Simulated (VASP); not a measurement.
A run of VASP 6.6.1 is set up as follows.

Contents of INCAR:

```
SYSTEM = TiTe2
  PREC = Accurate
  ENCUT = 520
  EDIFF = 1E-6
  ISMEAR = 1
  SIGMA = 0.1
  LREAL = .FALSE.
  LASPH = .TRUE.
  NELM = 100
  ALGO = Fast
  ISIF = 2
  LWAVE = .FALSE.
  LCHARG = .FALSE.
  LDIPOL = .TRUE.
  IDIPOL = 3
  DIPOL = 0.5 0.5 0.500
  GGA = PS
  IBRION = 2
  NSW = 100
  EDIFFG = -0.015
  KPAR = 8
```

Contents of KPOINTS:

```
regular mesh
0
G
  10 10 1
  0 0 0
```

File POSCAR:

```
TiTe2
1.0
    3.7770000000      0.0000000000      0.0000000000
   -1.8885000000      3.2709779500      0.0000000000
    0.0000000000      0.0000000000     19.4153488000
Te Ti
2 1
Direct
    0.3333333333      0.6666666667      0.4120451341
    0.6666666667      0.3333333333      0.5879548659
    0.0000000000      0.0000000000      0.5000000000
```

Potentials or basis: VASP PAW PBE potentials, release 64 (Te, Ti_sv).

Run with:

```sh
$ cat potpaw_PBE.64/Te/POTCAR potpaw_PBE.64/Ti_sv/POTCAR > POTCAR
$ mpirun -np 8 vasp_std > vasp.out
```

Predict the band gap on the k mesh.

none (metal or under the smearing width).

Predict the energy gained by relaxing.

0.1 meV/atom.

Forces in eV/Å, atoms in the order of the input:
```
Te   0.000  0.000  0.011
Te   0.000  0.000 -0.011
Ti   0.000  0.000  0.000
```

Caveat: the PAW data sets were made with another functional, which shifts forces and pressure a little. The run has no spin-orbit coupling, so splittings on Te are missing.
